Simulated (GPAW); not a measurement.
Set up this calculation in GPAW 26.7.0, as a Python script.

* Task: single point from a typed occupation
* Functional: PBE
* Potentials or basis: GPAW PAW data sets (gpaw-data 1.2.1)
* Cutoff: 600 eV
* Basis: pw
* k mesh: 7 × 7 × 7
* Occupations: gaussian, width 0.05 eV
* Spin: no spin polarisation
* Hubbard terms: Co d U = 2 eV
* Maxiter: 120
* start of the occupation matrix: atoms
* Convergence: density=0.0001 energy=1e-05

The structure of CoO lies in CoO.xyz:

```xyz
2
Lattice="2.5705263100 0.0000000000 0.0000000000 0.0000000000 2.5705263100 0.0000000000 0.0000000000 0.0000000000 2.5705263100" Properties=species:S:1:pos:R:3 pbc="T T T"
Co     0.0000000000      0.0000000000      0.0000000000
O      1.2852631550      1.2852631550      1.2852631550
```

Measurements of this composition are mostly on another form, of space group No. 225.

The input as run:

run.py

```python
import numpy as np
from ase.io import read
from gpaw import PW
from gpaw.dft import DFT
from gpaw.hubbard import aoom

atoms = read('CoO.xyz')

dft = DFT(atoms,
          mode=PW(600),
          xc='PBE',
          kpts={'size': (7, 7, 7), 'gamma': True},
          occupations={'name': 'methfessel-paxton', 'order': 0, 'width': 0.05},
          setups={'Co': ':d,2.0'},
          nbands=19,
          convergence={'density': 0.0001, 'energy': 1e-05},
          maxiter=120,
          txt='gpaw.txt')
print(f'Energy: {dft.calculate_energy():.6f} eV')
print('Forces (eV/A):')
print(dft.calculate_forces().round(4))
print('Stress (eV/A^3):', dft.calculate_stress().round(6))
dft.write_converged()
dft.write_gpw_file('gs.gpw')
for a, l in {0: 2}.items():
    setup = dft.setups[a]
    for s, D_ii in enumerate(dft.density.D_asii[a]):
        n_mm = aoom(D_ii, l, setup.l_j, setup.n_j, setup.N0_q)[0] / 2
        print(f'atom {a} spin {s} trace {n_mm.trace():.4f} eigenvalues', *np.linalg.eigvalsh(n_mm).round(3))
        np.savetxt(f'occupation-{a}-{s}.dat', n_mm, fmt='%8.4f')
```

Potentials or basis: GPAW PAW data sets (gpaw-data 1.2.1), pw.

Command:

```bash
$ OMP_NUM_THREADS=1 python run.py
```

Results of the run:

```yaml
Pressure: -7.7 GPa
Band_gap_on_the_k_mesh: none (metal or under the smearing width)
```

Caveat: the cutoff is short for stress and forces, so pressures can be off by a GPa or more; an odd number of electrons without spin polarisation forces a metal; a magnetic or distorted state may lie lower; the run has no spin polarisation, though such a crystal can be magnetic; U without spin polarisation on a metal has little footing.

Run time: 18 s on 1 thread of Intel(R) Xeon(R) Processor @ 2.50GHz (Skylake/Cascade Lake) (shared host), peak memory 0.13 GiB.
